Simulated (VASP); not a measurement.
Here is a VASP 6.6.1 calculation.

INCAR

```
SYSTEM = BaTiO3
  PREC = Accurate
  ENCUT = 600
  EDIFF = 1E-7
  ISMEAR = 0
  SIGMA = 0.03
  LREAL = .False.
  LASPH = .True.
  NELM = 80
  ALGO = Normal
  ISIF = 3
  LWAVE = .False.
  LCHARG = .False.
  IBRION = 2
  NSW = 90
  EDIFFG = -0.005
  KPAR = 2
```

Contents of KPOINTS:

```
regular mesh
0
Gamma
  7 7 7
  0 0 0
```

POSCAR

```
BaTiO3                                  
1.0
    2.7990509242      1.6160328045      2.2889865317
   -2.7990509242      1.6160328045      2.2889865317
   -0.0000000000     -3.2320656091      2.2889865317
  Ba              Ti              O             
     1     1     3
Direct
     0.9996531987002059    0.9996531987002059    0.9996531987002060
     0.4905882828576644    0.4905882828576644    0.4905882828576644
     0.5080924305203232    0.5080924305203232    0.0127736574014815
     0.0127736574014816    0.5080924305203232    0.5080924305203230
     0.5080924305203232    0.0127736574014816    0.5080924305203230
```

Potentials or basis: VASP PAW LDA potentials, release 64 (Ba_sv, Ti_sv, O).

The run is started by

```sh
$ cat potpaw_LDA.64/Ba_sv/POTCAR potpaw_LDA.64/Ti_sv/POTCAR potpaw_LDA.64/O/POTCAR > POTCAR
$ mpirun -np 2 vasp_std > vasp.out
```

Q: What does it give for the band gap on the k mesh?

A: 2.11 eV, indirect (least direct gap 2.30 eV).

Forces in eV/Å, atoms in the order of the input:
```
Ba   0.000  0.000 -0.002
Ti   0.000  0.000  0.000
O    0.000  0.003  0.000
O   -0.003 -0.002  0.000
O    0.003 -0.002  0.000
```

Caveat: the relaxation stopped at its first step, so nothing moved; spin-orbit coupling is left out, which moves the levels of the heavy elements; an odd mesh through Γ misses points on the zone boundary, where band edges often lie. As with any semilocal functional, this LDA gap is likely too small.
